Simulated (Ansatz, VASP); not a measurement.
## One calculation of AlRu, two programs

Contents of INCAR:

```
PREC = Accurate ; ENCUT = 520
EDIFF = 1E-7 ; ISMEAR = -1
SIGMA = 0.05 ; LREAL = F
LASPH = T ; NELM = 100
ALGO = Normal ; ISIF = 2
LWAVE = F ; LCHARG = F
GGA = PS ; NBANDS = 16
```

Contents of KPOINTS:

```
regular mesh
0
Gamma
  9 9 9
```

The input POSCAR:

```
AlRu
1.0
    2.9305298028      0.0000000000      0.0000000000
    0.0000000000      2.9305298028      0.0000000000
    0.0000000000      0.0000000000      2.9305298028
Ru Al
1 1
Direct
    0.5000000000      0.5000000000      0.5000000000
    0.0000000000      0.0000000000      0.0000000000
```

The input input.yaml:

```yaml
crystal:
  lattice:
    - [2.9305298028, 0.0, 0.0]
    - [0.0, 2.9305298028, 0.0]
    - [0.0, 0.0, 2.9305298028]
  atoms:
    - { symbol: Ru, position: [0.5, 0.5, 0.5] }
    - { symbol: Al, position: [0.0, 0.0, 0.0] }
hamiltonian:
  xc: pbesol
  pseudopotentials: { kind: paw }
kpoints:
  mp_grid: { grid: [9, 9, 9] }
scf:
  occupations: { method: fermi_dirac, width: 0.05 }
output:
  forces: true
  stress: true
  eigenvalues: true
```

Change from the starting cell: volume scaled by 0.94.

Alike in both runs: task single point; functional PBEsol; k mesh 9 × 9 × 9; occupations fermi-dirac, width 0.05 eV; no spin polarisation.

```csv
,VASP,Ansatz
version,VASP 6.6.1,Ansatz 0.2.0
potentials or method,"VASP PAW PBE potentials, release 64 (Ru_pv, Al)",Ansatz PAW
plane-wave cutoff (eV),520,420
valence electrons in the cell,17,19
```

|  | VASP | Ansatz | Ansatz less VASP |
| --- | --- | --- | --- |
| gap on the k mesh at the Fermi level (eV) | none | none | - |
| pressure (GPa) | 11.4 | 11.2 | -0.12 |

A gap of «none» marks a metal or a gap that the smearing closes. With one functional, cell and mesh, what is left measures potentials, basis and numerics. The two sets of potentials don't hold the same shells in valence.

Caveats: the PAW data sets were made with another functional, which shifts forces and pressure a little (VASP); the PAW data sets come from PBE, with cores solved anew for the run's functional, which leaves a small shift of forces and pressure (Ansatz).
